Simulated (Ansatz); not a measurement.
# Rh(111) with 4 layers of random Rh-Mo, 2x2: scattering by chemical disorder

Aim: the residual resistivity of a random alloy, from Rh(111) with 4 layers of random Rh-Mo, 2x2 and longer regions.

Program: Ansatz 0.2.0. Level of theory: Ansatz plane-wave DFT, PBE, PAW files; ballistic transport by layer matching (Landauer), zero bias; PAW set soft_1. Results are calculated unless marked as measured.

## 1. Starting point

The cell holds 40 atoms: 36 Rh and 4 Mo. Its edges and angles: a = 5.378 Å, b = 5.378 Å, c = 22.012 Å, α = 93.5°, β = 86.5°, γ = 120.0°. It derives from Rh. Regions: lead, 24 atoms (24 Rh); scattering region, 16 atoms (4 Mo and 12 Rh). The structure is stacked along c, and the current runs across the ab planes.

## 2. With 4 alloy layers

In 4 layers a share of 0.25 of the sites is given to Mo at random. The layers about the cell's end stay perfect and serve as the lead. Disorder leaves little or no symmetry, which makes such runs dear. Energies from -0.05 to 0.05 eV in steps of 0.05 eV are too few for the program's thermal sum, so it prints no conductance; for a metal the transmission near the Fermi level serves, at a fraction of the cost.

Input file input.yaml:

```yaml
crystal:
  lattice:
    - [5.3783955991, 0.0, 0.0]
    - [-2.6891977995, 4.6578272204, 0.0]
    - [1.3445988998, -0.7763045367, 21.9572080876]
  atoms:
    - { symbol: Rh, position: [0.9916666667, 0.0083333333, 0.05] }
    - { symbol: Rh, position: [0.9916666667, 0.5083333333, 0.05] }
    - { symbol: Rh, position: [0.4916666667, 0.0083333333, 0.05] }
    - { symbol: Rh, position: [0.4916666667, 0.5083333333, 0.05] }
    - { symbol: Rh, position: [0.1416666667, 0.3583333333, 0.15] }
    - { symbol: Rh, position: [0.1416666667, 0.8583333333, 0.15] }
    - { symbol: Rh, position: [0.6416666667, 0.3583333333, 0.15] }
    - { symbol: Rh, position: [0.6416666667, 0.8583333333, 0.15] }
    - { symbol: Rh, position: [0.2916666667, 0.2083333333, 0.25] }
    - { symbol: Rh, position: [0.2916666667, 0.7083333333, 0.25] }
    - { symbol: Rh, position: [0.7916666667, 0.2083333333, 0.25] }
    - { symbol: Rh, position: [0.7916666667, 0.7083333333, 0.25] }
    - { symbol: Mo, position: [0.9416666667, 0.0583333333, 0.35] }
    - { symbol: Rh, position: [0.9416666667, 0.5583333333, 0.35] }
    - { symbol: Rh, position: [0.4416666667, 0.0583333333, 0.35] }
    - { symbol: Rh, position: [0.4416666667, 0.5583333333, 0.35] }
    - { symbol: Rh, position: [0.0916666667, 0.4083333333, 0.45] }
    - { symbol: Rh, position: [0.0916666667, 0.9083333333, 0.45] }
    - { symbol: Mo, position: [0.5916666667, 0.4083333333, 0.45] }
    - { symbol: Rh, position: [0.5916666667, 0.9083333333, 0.45] }
    - { symbol: Rh, position: [0.2416666667, 0.2583333333, 0.55] }
    - { symbol: Rh, position: [0.2416666667, 0.7583333333, 0.55] }
    - { symbol: Rh, position: [0.7416666667, 0.2583333333, 0.55] }
    - { symbol: Rh, position: [0.7416666667, 0.7583333333, 0.55] }
    - { symbol: Mo, position: [0.8916666667, 0.1083333333, 0.65] }
    - { symbol: Rh, position: [0.8916666667, 0.6083333333, 0.65] }
    - { symbol: Rh, position: [0.3916666667, 0.1083333333, 0.65] }
    - { symbol: Mo, position: [0.3916666667, 0.6083333333, 0.65] }
    - { symbol: Rh, position: [0.0416666667, 0.4583333333, 0.75] }
    - { symbol: Rh, position: [0.0416666667, 0.9583333333, 0.75] }
    - { symbol: Rh, position: [0.5416666667, 0.4583333333, 0.75] }
    - { symbol: Rh, position: [0.5416666667, 0.9583333333, 0.75] }
    - { symbol: Rh, position: [0.1916666667, 0.3083333333, 0.85] }
    - { symbol: Rh, position: [0.1916666667, 0.8083333333, 0.85] }
    - { symbol: Rh, position: [0.6916666667, 0.3083333333, 0.85] }
    - { symbol: Rh, position: [0.6916666667, 0.8083333333, 0.85] }
    - { symbol: Rh, position: [0.8416666667, 0.1583333333, 0.95] }
    - { symbol: Rh, position: [0.8416666667, 0.6583333333, 0.95] }
    - { symbol: Rh, position: [0.3416666667, 0.1583333333, 0.95] }
    - { symbol: Rh, position: [0.3416666667, 0.6583333333, 0.95] }
kpoints:
  mp_grid: { grid: [5, 5, 1] }
hamiltonian:
  xc: pbe
  pseudopotentials: { kind: paw, azcp: { folder: soft_1 } }
scf:
  occupations: { method: fermi_dirac, width: 0.1 }
output:
  transmission:
    leads: [[0, 4]]
    kmesh: [10, 10]
    e_range: [-0.05, 0.05]
    de: 0.05
  write_potential: true
  write_density: true
  volumetric_format: npy
```

Started as:

```
> ansatz run input.yaml --threads 4 --pin off --max-ram 15360MiB --backend cpu --events-out ev --progress --plain --runs-dir out
```

Numbers of over 12 decimals in the logs are rounded to 6 here.

The program printed:

```text
Engine: ansatz 0.2.0, aarch64-unknown-linux-gnu
Pseudopotentials: kind: paw
Pseudopotential: Rh, paw, valence charge 17, recommended cutoff 420 eV (normal), soft_1/Rh.paw.azcp
Pseudopotential: Mo, paw, valence charge 14, recommended cutoff 420 eV (normal), soft_1/Mo.paw.azcp
Functional definition: PBE
  parameter kappa = 0.804
  parameter beta = 0.066725
  exchange = pbe_x(kappa = kappa, mu = beta*pi^2/3)
  correlation = pbe_c(beta = beta)
Crystal: 40 atoms, lattice volume = 550.064 Å³
Basis set: ecut = 420 eV, 10671 PW (Γ)
Bands: 401, of which v1, the nominal top of the filled ones, is band 334 counted from 1 (333 counted from 0)
Symmetry: 2 space group operations
Space group: Cm (ITA 8), of the structure as read, at distance tolerance 8.2e-5 Å
k-points: 9 of 25 (time reversal used)
Non-local potential: Rh, projectors of the file, l = 0: 3, l = 1: 2, l = 2: 2, l = 3: 1
Non-local potential: Mo, projectors of the file, l = 0: 3, l = 1: 2, l = 2: 2, l = 3: 1
PAW form: soft (Blöchl's): semilocal exchange-correlation on the pseudo side does not see the compensation charge
PAW one-centre angular grid: Rh, 590 points (default); XC on 64 Gauss nodes
PAW one-centre angular grid: Mo, 590 points (default); XC on 64 Gauss nodes
Initial density: superposition of atomic densities (chi_scale 0.1, normalization cell, long waves 18 % of neutral atoms (reshape's long-wave potential 1.18 eV rms, cloud 2.96 Å wide))
Initial wavefunctions: pseudopotential atomic-orbital guess
Functional: x = pbe(κ = 0.804, μ = 0.219515), c = pbe(β = 0.066725)
SCF iter   1: F=—  HF=-250380.364391 eV  |F-HF|=—  |Δ(HF+E_count)|=         —  Δρ=1.89e-1  dr2=5.00e3  ethr=3.10e-3  ⟨swp⟩=4.9  Hψ=10663  notcnv=0  defer=36
preconditioner: auto → Kerker (q_TF=auto, 2.818 Å⁻¹)  [metal: Δε(μ)=0.008 eV  Ē_g=6.105 eV  σ=0.100 eV  W_gap=0.02  n_scr=226 (ndim 8)  ℏωp=29.5 eV  f_vac=0.000  D(μ)=43.88/eV (n_scr^D=520)]
SCF iter   2: F=—  HF=-250346.778435 eV  |F-HF|=—  |Δ(HF+E_count)|=    3.36e1  Δρ=9.14e-2  dr2=1.64e3  ethr=3.10e-3  ⟨swp⟩=2.0  Hψ=6548  notcnv=0  defer=135
SCF iter   3: F=—  HF=-250334.272027 eV  |F-HF|=—  |Δ(HF+E_count)|=    1.25e1  Δρ=2.13e-2  dr2=3.84e1  ethr=3.10e-3  ⟨swp⟩=2.0  Hψ=6116  notcnv=0  defer=152
SCF iter   4: F=—  HF=-250333.295137 eV  |F-HF|=—  |Δ(HF+E_count)|=   9.77e-1  Δρ=1.04e-2  dr2=1.69e1  ethr=3.10e-3  ⟨swp⟩=2.0  Hψ=4359  notcnv=0  defer=161
SCF iter   5: F=—  HF=-250333.185589 eV  |F-HF|=—  |Δ(HF+E_count)|=   1.10e-1  Δρ=2.33e-3  dr2=2.85e-1  ethr=2.53e-3  ⟨swp⟩=1.0  Hψ=3441  notcnv=0  defer=164
SCF iter   6: F=—  HF=-250333.176423 eV  |F-HF|=—  |Δ(HF+E_count)|=   9.17e-3  Δρ=6.15e-4  dr2=7.35e-3  ethr=4.27e-5  ⟨swp⟩=1.0  Hψ=3441  notcnv=0  defer=168
SCF iter   7: F=—  HF=-250333.176062 eV  |F-HF|=—  |Δ(HF+E_count)|=   3.61e-4  Δρ=1.72e-4  dr2=1.33e-3  ethr=1.10e-6  ⟨swp⟩=1.4  Hψ=3521  notcnv=0  defer=168
SCF iter   8: F=—  HF=-250333.176069 eV  |F-HF|=—  |Δ(HF+E_count)|=   7.77e-6  Δρ=4.15e-5  dr2=5.49e-5  ethr=1.98e-7  ⟨swp⟩=1.0  Hψ=3441  notcnv=0  defer=168
SCF iter   9: F=—  HF=-250333.176940 eV  |F-HF|=—  |Δ(HF+E_count)|=   8.71e-4  Δρ=1.14e-5  dr2=3.40e-6  ethr=8.22e-9  ⟨swp⟩=1.0  Hψ=3609  notcnv=0  defer=168
SCF iter  10: F=—  HF=-250333.176940 eV  |F-HF|=—  |Δ(HF+E_count)|=   9.92e-8  Δρ=3.43e-6  dr2=5.12e-7  ethr=5.09e-10  ⟨swp⟩=1.1  Hψ=3457  notcnv=0  defer=168
SCF iter  11: F=-250333.176940 eV  HF=-250333.176940 eV  |F-HF|=4.70e-8  |Δ(HF+E_count)|=   9.78e-9  Δρ=1.03e-6  dr2=4.91e-8  ethr=1.50e-11  ⟨swp⟩=8.0  Hψ=9303  notcnv=0
SCF 1 converged in 11 iterations: F = -250333.176940 eV  dr2 = 4.91e-8
  greatest PAW one-centre occupation: 1.000 electrons in one spin orbital (limit 2), on the Rh atom at site 26 (counted from 0), in its partial waves of l = 0
transmission: 121 of 1209 steps passed
transmission: 244 of 1209 steps passed
[...]
transmission: 1209 of 1209 steps passed
SCF converged after 11 iterations
Free energy (F): -250333.176940 eV
Harris-Foulkes:  -250333.176940 eV  (|F-HF|=4.70e-8)
Internal energy: -250331.664420 eV  (E = F + TS)
E sigma→0 (E₀):  -250332.420680 eV
Entropy (-TS):   -1.512520 eV (-37.813 meV/atom)
Fermi energy:    22.640808 eV
--- Per-component energies (eV) ---
  E_band       = -3080.863051
  E_kinetic    = 21068.424809
  E_local      = -56568.945859  (includes V_loc(G=0)·N_el)
  E_nonlocal   = 11320.264764
  E_hartree    = 21083.965583
  E_xc         = -7987.314781
  E_vxc        = -10019.364219  (∫ρ·V_xc dr)
  E_paw        = -142569.659465  (= ΣΔE_a)
  E_vpaw       = -11049.164696  (= ΣTr[D̂ρ^β])
  E_aug_tail   = 0.002766  (compensation charges beyond the density's cutoff)
  E_ewald      = -96678.402237
  E_smearing   = -1.512520  (= −TS)
  E_closure    = -0.000000  (closes the sum)
  Σ components = -250333.176940   (vs F -250333.176940, Δ=0.00e0)
--- Band table (eV; the first three rows and the last of 9) ---
  k-point 0: bands = [... 330 lower, 23.2297, 23.2366, 23.2557, 23.2705, 23.2768, 23.2801, 23.2907, 23.3007, ... 63 higher]
  k-point 1: bands = [... 330 lower, 22.8236, 22.8374, 22.8741, 22.8978, 22.9141, 22.9350, 22.9713, 22.9799, ... 63 higher]
  k-point 2: bands = [... 330 lower, 22.0821, 22.2027, 22.2242, 22.2711, 22.3222, 22.4078, 22.4154, 22.5075, ... 63 higher]
  k-point 8: bands = [... 330 lower, 22.0760, 22.1453, 22.1577, 22.1943, 22.3234, 22.3284, 22.4265, 22.4673, ... 63 higher]
--- Transmission ---
  basis      : 211 plane waves across, 39 finite elements along
  points     : 31, standing for a mesh of 10 x 10
  energies   : 3 from -0.050000 to 0.050000 eV about the Fermi level, 0.050000 eV apart; the leads are filled to 0.000000 eV, and channels, transmission and decay are at 0.000000 eV
  crystal 0  : Rh4, at the sites [0, 4], period 2.1957 Å, over 13.17 Å; its Hamiltonian steps by up to 50.7 meV: too much for a lead, lay more layers or, if its atoms are ordered, name the step of that order
    offset         : up to 0.0000 Å between an atom of the period and one for which it stands
    channels       : 7.200000e0 a spin
    conductance    : none, the energies end too early or step too widely for 300 K: set another output.transmission.e_range or a lower de, or, where they end at an eighth of basis.ecutwfc, a higher one
  junction   : crystal 0 to crystal 0, 0.70 to 20.46 Å
    transmission   : 2.880820e0 a spin
    conductance    : none, the energies end too early or step too widely for 300 K: set another output.transmission.e_range or a lower de, or, where they end at an eighth of basis.ecutwfc, a higher one
```

Run time: 5.1 min. Hardware: 4 threads of Arm Neoverse V1, shared host; peak memory 4.5 GiB.

This step gave:

- free energy: -250333.1769 eV
- energy at zero smearing: -250332.4207 eV
- Fermi energy: 22.64 eV
- cell area: 25.05 Å²
- transmission per spin nearest the Fermi level: 2.881
- open channels per spin nearest the Fermi level: 7.2
- step of the lead's potential: 50.7 meV

Per spin. Transmission, zone mean against energy, zero at the Fermi level:

```
energy (eV)  transmission, zone mean
    -0.0500                     2.80
     0.0000                     2.88
     0.0500                     2.93
```

Per spin. Open channels, zone mean, lead against energy, zero at the Fermi level:

```csv
energy (eV),"open channels, zone mean, lead"
-0.0500,6.72
0.0000,7.2
0.0500,7.08
```

Transmission over k1 and k2. At 0.0000 eV from the Fermi level.

Ten even steps from '_' (2.06) to '@' (7.49):
```
______________..--__
..__......______::--
..__..::::......__..
____..::++++::..____
______..++@@++..____
______..::++++::..__
....__......::::..__
..--::______......__
____--..____________
____....______....__
```
Columns: k1 (b1) from -0.5 to 0.4; rows upwards: k2 (b2) from -0.5 to 0.4.

Open channels over k1 and k2. At 0.0000 eV from the Fermi level.

Values, 10 rows by 10 columns:
```
 6.0  6.0  6.0 10.0  6.0  6.0  6.0  6.0 10.0  6.0
 7.0  6.0  7.0  8.0  8.0  7.0  6.0  7.0 10.0 10.0
 7.0 10.0  8.0  6.0  7.0  6.0  8.0 10.0  7.0  6.0
 6.0  6.0  8.0  7.0  9.0  9.0  7.0  8.0  6.0  6.0
 6.0  6.0  7.0  6.0  9.0 12.0  9.0  6.0  7.0  6.0
 6.0  6.0  6.0  8.0  7.0  9.0  9.0  7.0  8.0  6.0
 7.0  6.0  7.0 10.0  8.0  6.0  7.0  6.0  8.0 10.0
 7.0 10.0 10.0  7.0  6.0  7.0  8.0  8.0  7.0  6.0
 6.0  6.0 10.0  6.0  6.0  6.0  6.0 10.0  6.0  6.0
 6.0  6.0  7.0  7.0  6.0  6.0  6.0  7.0  7.0  6.0
```
Columns: k1 (b1) from -0.5 to 0.4; rows upwards: k2 (b2) from -0.5 to 0.4.

Over the solved energies the transmission per spin lies between 2.80 and 2.93, out of 7 channels of the lead on average (up to 7.2). The log calls the step of a lead's potential too much.

## 3. With 8 alloy layers

In 8 layers a share of 0.25 of the sites is given to Mo at random. A fresh draw is used; the growth of the resistance with length is what counts.

System of this step: Rh(111) with 8 layers of random Rh-Mo, 2x2. The cell holds 56 atoms: 48 Rh and 8 Mo. Its edges and angles: a = 5.378 Å, b = 5.378 Å, c = 30.779 Å, α = 87.5°, β = 92.5°, γ = 120.0°. It derives from Rh. Regions: lead, 24 atoms (24 Rh); scattering region, 32 atoms (24 Rh and 8 Mo). The structure is stacked along c, and the current runs across the ab planes.

Input file input.yaml:

```yaml
crystal:
  lattice:
    - [5.3783955991, 0.0, 0.0]
    - [-2.6891977995, 4.6578272204, 0.0]
    - [-1.3445988998, 0.7763045367, 30.7400913226]
  atoms:
    - { symbol: Rh, position: [0.005952381, 0.994047619, 0.0357142857] }
    - { symbol: Rh, position: [0.005952381, 0.494047619, 0.0357142857] }
    - { symbol: Rh, position: [0.505952381, 0.994047619, 0.0357142857] }
    - { symbol: Rh, position: [0.505952381, 0.494047619, 0.0357142857] }
    - { symbol: Rh, position: [0.1845238095, 0.3154761905, 0.1071428571] }
    - { symbol: Rh, position: [0.1845238095, 0.8154761905, 0.1071428571] }
    - { symbol: Rh, position: [0.6845238095, 0.3154761905, 0.1071428571] }
    - { symbol: Rh, position: [0.6845238095, 0.8154761905, 0.1071428571] }
    - { symbol: Rh, position: [0.3630952381, 0.1369047619, 0.1785714286] }
    - { symbol: Rh, position: [0.3630952381, 0.6369047619, 0.1785714286] }
    - { symbol: Rh, position: [0.8630952381, 0.1369047619, 0.1785714286] }
    - { symbol: Rh, position: [0.8630952381, 0.6369047619, 0.1785714286] }
    - { symbol: Rh, position: [0.0416666667, 0.9583333333, 0.25] }
    - { symbol: Rh, position: [0.0416666667, 0.4583333333, 0.25] }
    - { symbol: Rh, position: [0.5416666667, 0.9583333333, 0.25] }
    - { symbol: Rh, position: [0.5416666667, 0.4583333333, 0.25] }
    - { symbol: Rh, position: [0.2202380952, 0.2797619048, 0.3214285714] }
    - { symbol: Rh, position: [0.2202380952, 0.7797619048, 0.3214285714] }
    - { symbol: Rh, position: [0.7202380952, 0.2797619048, 0.3214285714] }
    - { symbol: Rh, position: [0.7202380952, 0.7797619048, 0.3214285714] }
    - { symbol: Rh, position: [0.3988095238, 0.1011904762, 0.3928571429] }
    - { symbol: Mo, position: [0.3988095238, 0.6011904762, 0.3928571429] }
    - { symbol: Rh, position: [0.8988095238, 0.1011904762, 0.3928571429] }
    - { symbol: Rh, position: [0.8988095238, 0.6011904762, 0.3928571429] }
    - { symbol: Mo, position: [0.0773809524, 0.9226190476, 0.4642857143] }
    - { symbol: Rh, position: [0.0773809524, 0.4226190476, 0.4642857143] }
    - { symbol: Rh, position: [0.5773809524, 0.9226190476, 0.4642857143] }
    - { symbol: Mo, position: [0.5773809524, 0.4226190476, 0.4642857143] }
    - { symbol: Mo, position: [0.255952381, 0.244047619, 0.5357142857] }
    - { symbol: Rh, position: [0.255952381, 0.744047619, 0.5357142857] }
    - { symbol: Rh, position: [0.755952381, 0.244047619, 0.5357142857] }
    - { symbol: Rh, position: [0.755952381, 0.744047619, 0.5357142857] }
    - { symbol: Rh, position: [0.4345238095, 0.0654761905, 0.6071428571] }
    - { symbol: Rh, position: [0.4345238095, 0.5654761905, 0.6071428571] }
    - { symbol: Rh, position: [0.9345238095, 0.0654761905, 0.6071428571] }
    - { symbol: Rh, position: [0.9345238095, 0.5654761905, 0.6071428571] }
    - { symbol: Rh, position: [0.1130952381, 0.8869047619, 0.6785714286] }
    - { symbol: Mo, position: [0.1130952381, 0.3869047619, 0.6785714286] }
    - { symbol: Rh, position: [0.6130952381, 0.8869047619, 0.6785714286] }
    - { symbol: Rh, position: [0.6130952381, 0.3869047619, 0.6785714286] }
    - { symbol: Mo, position: [0.2916666667, 0.2083333333, 0.75] }
    - { symbol: Rh, position: [0.2916666667, 0.7083333333, 0.75] }
    - { symbol: Mo, position: [0.7916666667, 0.2083333333, 0.75] }
    - { symbol: Mo, position: [0.7916666667, 0.7083333333, 0.75] }
    - { symbol: Rh, position: [0.4702380952, 0.0297619048, 0.8214285714] }
    - { symbol: Rh, position: [0.4702380952, 0.5297619048, 0.8214285714] }
    - { symbol: Rh, position: [0.9702380952, 0.0297619048, 0.8214285714] }
    - { symbol: Rh, position: [0.9702380952, 0.5297619048, 0.8214285714] }
    - { symbol: Rh, position: [0.1488095238, 0.8511904762, 0.8928571429] }
    - { symbol: Rh, position: [0.1488095238, 0.3511904762, 0.8928571429] }
    - { symbol: Rh, position: [0.6488095238, 0.8511904762, 0.8928571429] }
    - { symbol: Rh, position: [0.6488095238, 0.3511904762, 0.8928571429] }
    - { symbol: Rh, position: [0.3273809524, 0.1726190476, 0.9642857143] }
    - { symbol: Rh, position: [0.3273809524, 0.6726190476, 0.9642857143] }
    - { symbol: Rh, position: [0.8273809524, 0.1726190476, 0.9642857143] }
    - { symbol: Rh, position: [0.8273809524, 0.6726190476, 0.9642857143] }
kpoints:
  mp_grid: { grid: [5, 5, 1] }
hamiltonian:
  xc: pbe
  pseudopotentials: { kind: paw, azcp: { folder: soft_1 } }
scf:
  occupations: { method: fermi_dirac, width: 0.1 }
output:
  transmission:
    leads: [[0, 4]]
    kmesh: [10, 10]
    e_range: [-0.05, 0.05]
    de: 0.05
  write_potential: true
  write_density: true
  volumetric_format: npy
```

The program printed:

```text
[...]
Crystal: 56 atoms, lattice volume = 770.090 Å³
Basis set: ecut = 420 eV, 14937 PW (Γ)
Bands: 557, of which v1, the nominal top of the filled ones, is band 464 counted from 1 (463 counted from 0)
Symmetry: 1 space group operations
[...]
k-points: 13 of 25 (time reversal used)
[...]
SCF iter   1: F=—  HF=-347026.291627 eV  |F-HF|=—  |Δ(HF+E_count)|=         —  Δρ=1.28e-1  dr2=7.22e2  ethr=3.10e-3  ⟨swp⟩=5.0  Hψ=21211  notcnv=0  defer=22
[...]
SCF iter  11: F=-346992.891812 eV  HF=-346992.891812 eV  |F-HF|=2.24e-8  |Δ(HF+E_count)|=   6.17e-9  Δρ=3.70e-7  dr2=2.27e-8  ethr=1.08e-11  ⟨swp⟩=7.9  Hψ=17230  notcnv=0
SCF 1 converged in 11 iterations: F = -346992.891812 eV  dr2 = 2.27e-8
[...]
transmission: 288 of 2860 steps passed
transmission: 574 of 2860 steps passed
[...]
transmission: 2860 of 2860 steps passed
SCF converged after 11 iterations
Free energy (F): -346992.891812 eV
[...]
Internal energy: -346990.773357 eV  (E = F + TS)
E sigma→0 (E₀):  -346991.832584 eV
Entropy (-TS):   -2.118455 eV (-37.830 meV/atom)
Fermi energy:    22.702084 eV
[...]
--- Band table (eV; the first three rows and the last of 13) ---
  k-point 0: bands = [... 460 lower, 23.2793, 23.2823, 23.3009, 23.3047, 23.3089, 23.3107, 23.3223, 23.3335, ... 89 higher]
  k-point 1: bands = [... 460 lower, 22.9143, 22.9203, 22.9344, 22.9502, 22.9680, 22.9759, 22.9945, 23.0346, ... 89 higher]
  k-point 2: bands = [... 460 lower, 22.2453, 22.2763, 22.3468, 22.3762, 22.4096, 22.4614, 22.4949, 22.5122, ... 89 higher]
  k-point 12: bands = [... 460 lower, 22.5762, 22.6613, 22.6861, 22.7174, 22.7301, 22.7486, 22.7597, 22.7830, ... 89 higher]
--- Transmission ---
  basis      : 211 plane waves across, 55 finite elements along
  points     : 52, standing for a mesh of 10 x 10
[...]
channels       : 7.200000e0 a spin
[...]
junction   : crystal 0 to crystal 0, 2.89 to 31.44 Å
    transmission   : 2.377841e0 a spin
[...]
```

Run time: 14 min. Hardware: 4 threads; peak memory 8.5 GiB.

Numbers from this step:

- free energy: -346992.8918 eV
- energy at zero smearing: -346991.8326 eV
- Fermi energy: 22.70 eV
- transmission per spin nearest the Fermi level: 2.378
- step of the lead's potential: 8.7 meV

Per spin. The transmission, zone mean by energy, zero at the Fermi level:

| energy (eV) | transmission, zone mean |
| --- | --- |
| -0.0500 | 2.33 |
| 0.0000 | 2.38 |
| 0.0500 | 2.40 |

Over the solved energies the transmission per spin lies between 2.33 and 2.40, out of 7 channels of the lead on average (up to 7.2).

(Continued in part 2 of 2.)

[Logs are printed without paths, hosts, clocks, repeated set-up lines and the standing remarks that a program may print on its own settings, such as how far it seeks lower states.]

[Hosts, paths, dates, database ids (printed as entryN), source tags and the programs' standing remarks are cut or masked in the printed files.]
